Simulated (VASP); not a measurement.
# The defect Si_Sr2 in Sr2SiS4 (P2_1/m)

How easily does the defect Si_Sr2 form in Sr2SiS4 (P2_1/m)? The host is relaxed first, then a supercell is run with and without the defect. The start is a computed cell from the Materials Project.

Program: VASP 6.6.1. Level of theory: PBEsol; plane waves and PAW (Sr_sv, Si, S), in the first sound run; inputs show where later runs differ. Results are calculated unless marked as measured.

### Step 1. The host crystal

Symmetry: P2_1/m, No. 11, monoclinic system. The conventional cell has a = 6.609 Å, b = 6.660 Å, c = 8.262 Å, α = 90.00°, β = 108.22°, γ = 90.00°. Nearest to Sr lie 9 S at 2.96 to 3.80 Å and 4 Si at 3.51 to 3.93 Å. Sr has 8 S at 3.04 to 3.46 Å and 3 Si at 3.71 to 3.89 Å nearest. Nearest to Si lie 4 S at 2.12 to 2.13 Å and 7 Sr at 3.51 to 3.93 Å. Nearest to S lie 1 Si at 2.12 Å and 5 Sr at 3.03 to 3.80 Å. Nearest to S lie 1 Si at 2.13 Å and 4 Sr at 2.96 to 3.46 Å. S has 1 Si at 2.12 Å and 4 Sr at 3.01 to 3.13 Å nearest. Farther neighbours and most contacts between anions are not listed.

Structure file:

```
Sr Si S
1.0
     6.60874    0.00000    0.00000
     0.00000    6.65954    0.00000
    -2.58275    0.00000    7.84823
Sr Si S
4 2 8
Direct
  0.28367 0.75000 0.95181
  0.71633 0.25000 0.04819
  0.22483 0.75000 0.42926
  0.77517 0.25000 0.57074
  0.72130 0.75000 0.79685
  0.27870 0.25000 0.20315
  0.88645 0.75000 0.06158
  0.11355 0.25000 0.93842
  0.91690 0.75000 0.63567
  0.08310 0.25000 0.36433
  0.51038 0.50197 0.73725
  0.48962 0.00197 0.26275
  0.48962 0.49803 0.26275
  0.51038 0.99803 0.73725
```

### Step 2. Relaxing the host crystal

The later steps need the crystal at this functional's own lattice; a raised cutoff keeps the stress reliable while the cell changes.

Input file INCAR:

```
SYSTEM = Sr2SiS4
PREC = Normal
ENCUT = 350
EDIFF = 1E-05
NELM = 120
ISMEAR = 0
SIGMA = 0.05
LREAL = Auto
ALGO = Fast
GGA = PS
NBANDS = 62
LORBIT = 11
LWAVE = .FALSE.
LCHARG = .FALSE.
KPAR = 2
NCORE = 2
IBRION = 2
NSW = 40
ISIF = 3
EDIFFG = -0.03
POTIM = 0.4
```

Input file POSCAR:

```
Sr2SiS4
1.0
    6.6087392000      0.0000000000      0.0000000000
    0.0000000000      6.6595424000      0.0000000000
   -2.5827483000      0.0000000000      7.8482298000
Sr Si S
4 2 8
Direct
    0.2836712000      0.7500000000      0.9518091200
    0.7163288000      0.2500000000      0.0481908800
    0.2248299000      0.7500000000      0.4292637700
    0.7751701000      0.2500000000      0.5707362300
    0.7213010300      0.7500000000      0.7968462000
    0.2786989700      0.2500000000      0.2031538000
    0.8864534300      0.7500000000      0.0615759400
    0.1135465700      0.2500000000      0.9384240600
    0.9169004800      0.7500000000      0.6356679800
    0.0830995200      0.2500000000      0.3643320200
    0.5103841400      0.5019667200      0.7372482000
    0.4896158600      0.0019667200      0.2627518000
    0.4896158600      0.4980332800      0.2627518000
    0.5103841400      0.9980332800      0.7372482000
```

Input file KPOINTS:

```
Automatic mesh
0
Gamma
3 3 2
0 0 0
```

PAW data sets: Sr_sv, Si and S (PBE family, release 64).

Started as:

```sh
mpirun -np 4 vasp_std
```

The log of the run:

```text
[banner, memory and clock lines left out]
running    4 mpi-ranks, on    1 nodes
 distrk:  each k-point on    2 cores,    2 groups
 distr:  one band on    2 cores,    1 groups

 POSCAR found type information on POSCAR SrSiS
 POSCAR found :  3 types and      14 ions
|                                                                             |
|               ----> ADVICE to this user running VASP <----                  |
|                                                                             |
|     You enforced a specific xc type in the INCAR file but a different       |
|     [... a line on the potential file left out ...]
|     I HOPE YOU KNOW WHAT YOU ARE DOING!                                     |
|                                                                             |

 LDA part: xc-table for (Slater+PW92), standard interpolation
 POSCAR, INCAR and KPOINTS ok, starting setup
 FFT: planning ... GRIDC
 FFT: planning ... GRID_SOFT
 FFT: planning ... GRID
 WAVECAR not read
 entering main loop
       N       E                     dE             d eps       ncg     rms          rms(c)
DAV:   1     0.491024579571E+03    0.49102E+03   -0.35094E+04   992   0.101E+03
DAV:   2    -0.324834642512E+02   -0.52351E+03   -0.50307E+03  1272   0.251E+02
DAV:   3    -0.766145371003E+02   -0.44131E+02   -0.43907E+02  1344   0.653E+01
DAV:   4    -0.785428747305E+02   -0.19283E+01   -0.19250E+01  1664   0.137E+01
DAV:   5    -0.786291604692E+02   -0.86286E-01   -0.86271E-01  1424   0.214E+00    0.335E+01
RMM:   6    -0.765908002421E+02    0.20384E+01   -0.36702E+00   992   0.462E+00    0.205E+01
RMM:   7    -0.765423280935E+02    0.48472E-01   -0.59041E+00  1092   0.583E+00    0.419E+00
RMM:   8    -0.764059597021E+02    0.13637E+00   -0.62430E-01  1086   0.249E+00    0.158E+00
RMM:   9    -0.764049155180E+02    0.10442E-02   -0.14617E-01  1269   0.106E+00    0.660E-01
RMM:  10    -0.764078114300E+02   -0.28959E-02   -0.45567E-02  1483   0.514E-01    0.182E-01
RMM:  11    -0.764094167886E+02   -0.16054E-02   -0.13543E-02  1652   0.240E-01    0.169E-01
RMM:  12    -0.764098807523E+02   -0.46396E-03   -0.40940E-03  1635   0.139E-01    0.966E-02
RMM:  13    -0.764100800589E+02   -0.19931E-03   -0.15583E-03  1583   0.985E-02    0.373E-02
RMM:  14    -0.764101447633E+02   -0.64704E-04   -0.83913E-04  1553   0.692E-02    0.134E-02
RMM:  15    -0.764101819012E+02   -0.37138E-04   -0.37637E-04  1344   0.471E-02    0.924E-03
RMM:  16    -0.764102047884E+02   -0.22887E-04   -0.21478E-04  1197   0.337E-02    0.668E-03
RMM:  17    -0.764102139891E+02   -0.92008E-05   -0.86979E-05  1100   0.243E-02
   1 F= -.76410214E+02 E0= -.76410214E+02  d E =-.764102E+02
 curvature:   0.00 expect dE= 0.000E+00 dE for cont linesearch  0.000E+00
 trial: gam= 0.00000 g(F)=  0.967E-02 g(S)=  0.479E-01 ort = 0.000E+00 (trialstep = 0.100E+01)
 search vector abs. value=  0.576E-01
 bond charge predicted
       N       E                     dE             d eps       ncg     rms          rms(c)
DAV:   1    -0.766089349303E+02   -0.19873E+00   -0.44488E+00  1208   0.743E+00    0.314E+00
RMM:   2    -0.764798884670E+02    0.12905E+00   -0.31425E-01  1055   0.200E+00    0.146E+00
RMM:   3    -0.764480437452E+02    0.31845E-01   -0.13982E-01  1041   0.129E+00    0.788E-01
RMM:   4    -0.764479374581E+02    0.10629E-03   -0.15437E-02  1179   0.424E-01    0.369E-01
RMM:   5    -0.764485224581E+02   -0.58500E-03   -0.11254E-02  1246   0.248E-01    0.193E-01
RMM:   6    -0.764487421986E+02   -0.21974E-03   -0.14008E-03  1501   0.996E-02    0.151E-01
RMM:   7    -0.764488282150E+02   -0.86016E-04   -0.69308E-04  1234   0.730E-02    0.350E-02
RMM:   8    -0.764488050722E+02    0.23143E-04   -0.29970E-04  1265   0.508E-02    0.263E-02
RMM:   9    -0.764488179829E+02   -0.12911E-04   -0.10930E-04  1235   0.275E-02    0.864E-03
RMM:  10    -0.764488219920E+02   -0.40091E-05   -0.51141E-05   845   0.178E-02
   2 F= -.76448822E+02 E0= -.76448822E+02  d E =-.386080E-01
[...]
WARNING in EDDRMM: call to ZHEGV failed, returncode =   6  3     33
[... from here on, the cycles between the ionic steps are left out ...]
   3 F= -.76453568E+02 E0= -.76453568E+02  d E =-.433544E-01
[...]
WARNING in EDDRMM: call to ZHEGV failed, returncode =   6  3     40
   4 F= -.76473966E+02 E0= -.76473966E+02  d E =-.203975E-01
   5 F= -.76474216E+02 E0= -.76474216E+02  d E =-.206472E-01
   6 F= -.76475009E+02 E0= -.76475009E+02  d E =-.793706E-03
   7 F= -.76475580E+02 E0= -.76475580E+02  d E =-.136455E-02
   8 F= -.76476061E+02 E0= -.76476061E+02  d E =-.480727E-03
   9 F= -.76476559E+02 E0= -.76476559E+02  d E =-.979067E-03
  10 F= -.76476893E+02 E0= -.76476893E+02  d E =-.333590E-03
  11 F= -.76477239E+02 E0= -.76477239E+02  d E =-.679598E-03
  12 F= -.76477251E+02 E0= -.76477251E+02  d E =-.691829E-03
  13 F= -.76477434E+02 E0= -.76477434E+02  d E =-.182797E-03
 trial-energy change:   -0.000183  1 .order   -0.000210   -0.000313   -0.000108
 step:   1.6424(harm=  1.6424)  dis= 0.00201  next Energy=   -76.477490 (dE=-0.239E-03)
 bond charge predicted
       N       E                     dE             d eps       ncg     rms          rms(c)
DAV:   1    -0.764774694496E+02   -0.30418E-04   -0.73934E-03  1112   0.301E-01    0.767E-02
RMM:   2    -0.764774537754E+02    0.15674E-04   -0.34938E-04  1017   0.725E-02    0.289E-02
RMM:   3    -0.764774475806E+02    0.61948E-05   -0.83497E-05  1080   0.331E-02
  14 F= -.76477448E+02 E0= -.76477448E+02  d E =-.196583E-03
 curvature:  -1.46 expect dE=-0.372E-03 dE for cont linesearch -0.374E-06
 trial: gam= 0.85796 g(F)=  0.196E-03 g(S)=  0.591E-04 ort =-0.115E-04 (trialstep = 0.999E+00)
 search vector abs. value=  0.615E-03
 reached required accuracy - stopping structural energy minimisation
```

It took 41 s on 4 MPI ranks of Intel Xeon 6975P-C (Granite Rapids), shared host; peak memory 0.78 GiB; 2.6 min of CPU time.

The logs omit lines about the potential files and the build; timing stands in the text.

OUTCAR, selected parts (step 2):

```text
ion  position               nearest neighbor table
   1  0.284  0.750  0.952-   9 2.96  12 3.01  13 3.01   7 3.03  11 3.13  14 3.13   8 3.51   8 3.51
                             5 3.51   5 3.53   7 3.80   6 3.93   6 3.93   3 4.08   3 4.21   2 4.30
   2  0.716  0.250  0.048-  10 2.96  11 3.01  14 3.01   8 3.03  13 3.13  12 3.13   7 3.51   7 3.51
                             6 3.51   6 3.53   8 3.80   5 3.93   5 3.93   4 4.08   4 4.21   1 4.30
   3  0.225  0.750  0.429-   9 3.04  12 3.05  13 3.05  11 3.12  14 3.12   7 3.16  10 3.46  10 3.46
                             5 3.71   6 3.89   6 3.89   1 4.08   1 4.21   4 4.80   4 4.80   4 4.84
   4  0.775  0.250  0.571-  10 3.04  11 3.05  14 3.05  13 3.12  12 3.12   8 3.16   9 3.46   9 3.46
                             6 3.71   5 3.89   5 3.89   2 4.08   2 4.21   3 4.80   3 4.80   3 4.84
   5  0.721  0.750  0.797-   7 2.12  11 2.12  14 2.12   9 2.13   1 3.51   1 3.53   3 3.71   4 3.89
                             4 3.89   2 3.93   2 3.93
   6  0.279  0.250  0.203-   8 2.12  12 2.12  13 2.12  10 2.13   2 3.51   2 3.53   4 3.71   3 3.89
                             3 3.89   1 3.93   1 3.93
   7  0.886  0.750  0.062-   5 2.12   1 3.03   3 3.16   2 3.51   2 3.51   1 3.80
   8  0.114  0.250  0.938-   6 2.12   2 3.03   4 3.16   1 3.51   1 3.51   2 3.80
   9  0.917  0.750  0.636-   5 2.13   1 2.96   3 3.04   4 3.46   4 3.46
  10  0.083  0.250  0.364-   6 2.13   2 2.96   4 3.04   3 3.46   3 3.46
  11  0.510  0.502  0.737-   5 2.12   2 3.01   4 3.05   3 3.12   1 3.13
  12  0.490  0.002  0.263-   6 2.12   1 3.01   3 3.05   4 3.12   2 3.13
  13  0.490  0.498  0.263-   6 2.12   1 3.01   3 3.05   4 3.12   2 3.13
  14  0.510  0.998  0.737-   5 2.12   2 3.01   4 3.05   3 3.12   1 3.13

  LATTYP: Found a simple monoclinic cell.
 ALAT       =     6.6087392000
 B/A-ratio  =     1.0076872757
 C/A-ratio  =     1.2502054482
 COS(beta)  =    -0.3125950406

 Subroutine GETGRP returns: Found  4 space group operations
 (whereof  2 operations were pure point group operations)

The static configuration has the point symmetry S_2 .
 The point group associated with its full space group is C_2h.

 Found      8 irreducible k-points:

   k-points           NKPTS =      8   k-points in BZ     NKDIM =      8   number of bands    NBANDS=     62

   dimension x,y,z NGX =    30 NGY =   30 NGZ =   40
   dimension x,y,z NGXF=    60 NGYF=   60 NGZF=   80

   ENCUT  =  350.0 eV  25.72 Ry    5.07 a.u.  10.08 10.16 12.60*2*pi/ulx,y,z

   NELECT =      96.0000    total number of electrons

 k-points in reciprocal lattice and weights: Automatic mesh
   0.00000000  0.00000000  0.00000000       0.056
   0.33333333  0.00000000  0.00000000       0.111
   0.00000000  0.33333333  0.00000000       0.111
   0.33333333  0.33333333  0.00000000       0.222
   0.00000000  0.00000000  0.50000000       0.056
   0.33333333  0.00000000  0.50000000       0.111
   0.00000000  0.33333333  0.50000000       0.111
   0.33333333  0.33333333  0.50000000       0.222

 average (electrostatic) potential at core
       1 -36.5023       2 -36.5023       3 -36.9994       4 -36.9994       5 -86.0127
       6 -86.0127       7 -87.0906       8 -87.0906       9 -87.1905      10 -87.1905
      11 -87.1471      12 -87.1471      13 -87.1471      14 -87.1471

 E-fermi :   3.2165

 k-point     1 :       0.0000    0.0000    0.0000
  band No.  band energies     occupation
    ...
     44       2.3830      2.00000
     45       2.4447      2.00000
     46       2.6258      2.00000
     47       2.7433      2.00000
     48       2.9223      2.00000
     49       6.1957      0.00000
     50       6.4290      0.00000
     51       6.5752      0.00000
     52       6.8312      0.00000
     53       6.9507      0.00000
    ...

 k-point     2 :       0.3333    0.0000    0.0000
  band No.  band energies     occupation
    ...
     44       2.1228      2.00000
     45       2.4419      2.00000
     46       2.5631      2.00000
     47       2.7189      2.00000
     48       2.8019      2.00000
     49       5.7626      0.00000
     50       6.1343      0.00000
     51       6.5662      0.00000
     52       6.7488      0.00000
     53       6.9372      0.00000
    ...

 k-point     3 :       0.0000    0.3333    0.0000
  band No.  band energies     occupation
    ...
     44       2.0366      2.00000
     45       2.1256      2.00000
     46       2.2944      2.00000
     47       2.4398      2.00000
     48       2.5177      2.00000
     49       6.4955      0.00000
     50       6.6332      0.00000
     51       6.9579      0.00000
     52       7.0503      0.00000
     53       7.0844      0.00000
    ...

  Total       -0.0998582     -0.0836743     -0.0654796      0.0000000      0.0000000     -0.0092955
  in kB       -0.4811277     -0.4031519     -0.3154876      0.0000000      0.0000000     -0.0447867
  external PRESSURE =      -0.3999224 kB  Pullay stress =       0.0000000 kB

  energy-cutoff  :      350.00
  volume of cell :      332.53
      direct lattice vectors                 reciprocal lattice vectors
     6.519081487  0.000000000 -0.019306626     0.153546122  0.000000000  0.050743281
     0.000000000  6.564005555  0.000000000     0.000000000  0.152346001  0.000000000
    -2.570654005  0.000000000  7.778644748     0.000381102  0.000000000  0.128683044

 POSITION                                       TOTAL-FORCE (eV/Angst)
 -----------------------------------------------------------------------------------
     -0.59169      4.92300      7.39207        -0.028257     -0.000000      0.005104
      4.54011      1.64100      0.36727         0.028257     -0.000000     -0.005104
      0.36661      4.92300      3.33455        -0.008231     -0.000000     -0.009316
      3.58181      1.64100      4.42479         0.008231     -0.000000      0.009316
      2.64527      4.92300      6.18137         0.007165     -0.000000     -0.018963
      1.30316      1.64100      1.57797        -0.007165     -0.000000      0.018963
      5.61406      4.92300      0.48702         0.002542     -0.000000     -0.014505
     -1.66564      1.64100      7.27232        -0.002542     -0.000000      0.014505
      4.34652      4.92300      4.90108        -0.006154     -0.000000      0.020179
     -0.39810      1.64100      2.85826         0.006154     -0.000000     -0.020179
      1.40217      3.26946      5.71162        -0.000280      0.013747      0.007502
      2.54625      6.55147      2.04772         0.000280      0.013747     -0.007502
      2.54625      3.29454      2.04772         0.000280     -0.013747     -0.007502
      1.40217      0.01254      5.71162        -0.000280     -0.013747      0.007502
 -----------------------------------------------------------------------------------
    total drift:                                0.000000      0.000000      0.000000

  FREE ENERGIE OF THE ION-ELECTRON SYSTEM (eV)
  ---------------------------------------------------
  free  energy   TOTEN  =       -76.4774475806 eV

  energy  without entropy=      -76.4774475806  energy(sigma->0) =      -76.47744758

 reached required accuracy - stopping structural energy minimisation

 total charge
# of ion       s       p       d       tot
------------------------------------------
    1        2.004   5.741   0.211   7.955
    2        2.004   5.741   0.211   7.955
    3        1.999   5.731   0.186   7.915
    4        1.999   5.731   0.186   7.915
    5        0.701   0.873   0.000   1.574
    6        0.701   0.873   0.000   1.574
    7        1.321   2.424   0.000   3.745
    8        1.321   2.424   0.000   3.745
    9        1.319   2.438   0.000   3.757
   10        1.319   2.438   0.000   3.757
   11        1.330   2.443   0.000   3.772
   12        1.330   2.443   0.000   3.772
   13        1.330   2.443   0.000   3.772
   14        1.330   2.443   0.000   3.772
--------------------------------------------------
tot         20.007  44.184   0.794  64.984

[... 3 further parts left out ...]
```

The gap is read on the k-mesh alone, so it is an upper bound where the band edges lie off the mesh. The PAW data sets were made with PBE, which is usual practice but a small mismatch for other functionals. The run keeps the 4 symmetry operations of its start, so it cannot find a distortion of lower symmetry.

The steps of the relaxation:

| step | energy less that of the first step (eV) | largest force (eV/Å) | pressure (GPa) | volume (Å³) |
| --- | --- | --- | --- | --- |
| 1 | 0.0000 | 0.1797 | -1.12 | 345.41 |
| 2 | -0.0386 | 0.2708 | -0.15 | 338.58 |
| 3 | -0.0434 | 0.3354 | 0.36 | 335.24 |
| 4 | -0.0638 | 0.0491 | 0.03 | 333.25 |
| 5 | -0.0640 | 0.0486 | 0.00 | 332.98 |
| 6 | -0.0648 | 0.0532 | 0.01 | 332.91 |
| 7 | -0.0654 | 0.0739 | 0.00 | 332.78 |
| 8 | -0.0658 | 0.0523 | -0.01 | 332.73 |
| 9 | -0.0663 | 0.0696 | -0.02 | 332.59 |
| 10 | -0.0667 | 0.0499 | -0.01 | 332.49 |
| 11 | -0.0670 | 0.0357 | 0.04 | 332.19 |
| 12 | -0.0670 | 0.0348 | 0.04 | 332.23 |
| 13 | -0.0672 | 0.0329 | -0.01 | 332.43 |
| 14 | -0.0672 | 0.0287 | -0.04 | 332.53 |

| cell as run | before | after | change |
| --- | --- | --- | --- |
| a (Å) | 6.609 | 6.519 | -1.4 % |
| b (Å) | 6.660 | 6.564 | -1.4 % |
| c (Å) | 8.262 | 8.192 | -0.8 % |
| β (°) | 108.22 | 108.46 | +0.2 % |
| volume (Å³/atom) | 24.67 | 23.75 | -3.7 % |

The atoms that moved most (Å, as changes of fractional coordinates times the final cell):

| atom | dx | dy | dz | length |
| --- | --- | --- | --- | --- |
| S11 | -0.030 | -0.025 | -0.013 | 0.041 |
| S14 | -0.030 | 0.025 | -0.013 | 0.041 |
| S12 | 0.030 | -0.025 | 0.013 | 0.041 |
| S13 | 0.030 | 0.025 | 0.013 | 0.041 |
| S9 | 0.003 | 0.000 | -0.026 | 0.026 |
| S10 | -0.003 | 0.000 | 0.026 | 0.026 |
| S8 | 0.007 | 0.000 | -0.025 | 0.026 |
| S7 | -0.007 | 0.000 | 0.025 | 0.026 |

Final coordinates:

```xyz
14
Lattice="6.5191 0.0000 -0.0193 0.0000 6.5640 0.0000 -2.5707 0.0000 7.7786" Properties=species:S:1:pos:R:3 pbc="T T T"
Sr   -0.5917    4.9230    7.3921
Sr    4.5401    1.6410    0.3673
Sr    0.3666    4.9230    3.3346
Sr    3.5818    1.6410    4.4248
Si    2.6453    4.9230    6.1814
Si    1.3032    1.6410    1.5780
S     5.6141    4.9230    0.4870
S    -1.6656    1.6410    7.2723
S     4.3465    4.9230    4.9011
S    -0.3981    1.6410    2.8583
S     1.4022    3.2695    5.7116
S     2.5463   -0.0125    2.0477
S     2.5463    3.2945    2.0477
S     1.4022    6.5765    5.7116
```

A gap read on the k-mesh alone can miss the band edges.

Numbers from this step:

- electronic cycles: 88
- electrons: 96
- free energy (TOTEN): -76.4774 eV
- Fermi energy: 3.216 eV
- labelled metallic, from the levels on this mesh: no
- gap on the k-mesh: 2.840 eV
- least direct gap on the k-mesh: 2.961 eV

The run ended after 14 ionic steps, 0.067 eV below its first step, once forces and stress met EDIFFG = -0.03.

(Part 1 of 9 ends here.)

[Lines on the potential files, build, host, timing and source positions are cut from VASP's logs without a mark.]

[Logs are printed without paths, hosts, clocks, repeated set-up lines and the standing remarks that a program may print on its own settings, such as how far it seeks lower states.]

[Hosts, paths, dates, database ids (printed as entryN), source tags and the programs' standing remarks are cut or masked in the printed files.]

[In band tables of VASP the shares of atoms and orbitals are scaled to a sum of 1 inside the atoms' spheres.]

[Runs that stopped without an error message from VASP are left out.]
